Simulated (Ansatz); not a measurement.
GaSb:

```
Sb Ga
1.0
     0.00000    3.05900    3.05900
     3.05900    0.00000    3.05900
     3.05900    3.05900    0.00000
Sb Ga
1 1
Direct
  0.75000 0.75000 0.75000
  0.00000 0.00000 0.00000
```

* Program: Ansatz 0.2.0
* Task: relaxation of cell and atoms
* Functional: revPBE
* Potentials or basis: Ansatz PAW
* Cutoff: 420 eV (not typed: the program's choice for these potentials)
* k mesh: 8 × 8 × 8
* Occupations: fermi-dirac, width 0.05 eV
* Spin: no spin polarisation

At the start: volume 28.62 Å³/atom.

Task: How do energy, volume and symmetry change on relaxing?

Result: It ends after 5 steps and the volume is 30.75 Å³/atom (+7.4 %); space group F-43m (No. 216, to 0.05 Å).

The path:
| step | energy change (eV) | largest force (eV/Å) | volume (Å³) |
| --- | --- | --- | --- |
| 1 | 0.0000 | 0.0000 | 57.25 |
| 2 | -0.0398 | 0.0000 | 62.52 |
| 3 | -0.0421 | 0.0000 | 61.61 |
| 4 | -0.0422 | 0.0000 | 61.50 |
| 5 | -0.0430 | 0.0000 | 61.50 |

Final structure:
```yaml
crystal:
  lattice:
    - [0.00000, 3.13283, 3.13283]
    - [3.13283, 0.00000, 3.13283]
    - [3.13283, 3.13283, 0.00000]
  atoms:
    - { symbol: Sb, position: [0.75000, 0.75000, 0.75000] }
    - { symbol: Ga, position: [0.00000, 0.00000, 0.00000] }
```

Caveat: the plane-wave basis is chosen anew once the cell has moved, so the energies of steps on either side of that aren't comparable; the PAW data sets come from PBE, with cores solved anew for the run's functional, which leaves a small shift of forces and pressure.
